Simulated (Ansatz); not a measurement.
ZrB2 under changes of volume

One of the cells (10.249 Å³/atom); the others are scaled copies at fixed shape and fractional positions:

```
Zr B
1.0
     3.17000    0.00000    0.00000
    -1.58500    2.74530    0.00000
     0.00000    0.00000    3.53300
Zr B
1 2
Direct
  0.00000 0.00000 0.00000
  0.66667 0.33333 0.50000
  0.33333 0.66667 0.50000
```

```yaml
Program: Ansatz 0.2.0
Functional: PBE
Potentials_or_basis: all-electron LAPW, scalar-relativistic
Cutoff: 281 eV (chosen from the basis error)
Basis_error_allowed: 0.001 eV/atom
k_mesh: 10 × 10 × 8
Occupations: fermi-dirac, width 0.05 eV
Spin: no spin polarisation
```

| volume (Å³/atom) | energy over the lowest point (meV/atom) | pressure (GPa) |
| --- | --- | --- |
| 9.634 | 33.99 | 17.7 |
| 9.839 | 15.34 | 11.5 |
| 10.044 | 4.25 | 5.9 |
| 10.249 | 0.00 | 0.8 |
| 10.454 | 1.95 | -3.8 |
| 10.659 | 9.53 | -8.0 |
| 10.864 | ? | ? |

Task: What does the run at 10.864 Å³/atom give?

Result: Energy over the lowest point 22.22 meV/atom; pressure -11.8 GPa.

Worked out: A Birch-Murnaghan fit of order 3 (a polynomial in V^(-2/3)) to the other rows has its minimum at 10.28 Å³/atom with B0 = V·E''(V) = 239 GPa and B' = 3.9 at fixed shape and positions, which overstates the stiffness. It gives 22.21 meV/atom at 10.864 Å³/atom, against the run's 22.22, and -dE/dV = -11.8 GPa, against -11.8.

Energies are extrapolated to zero smearing.
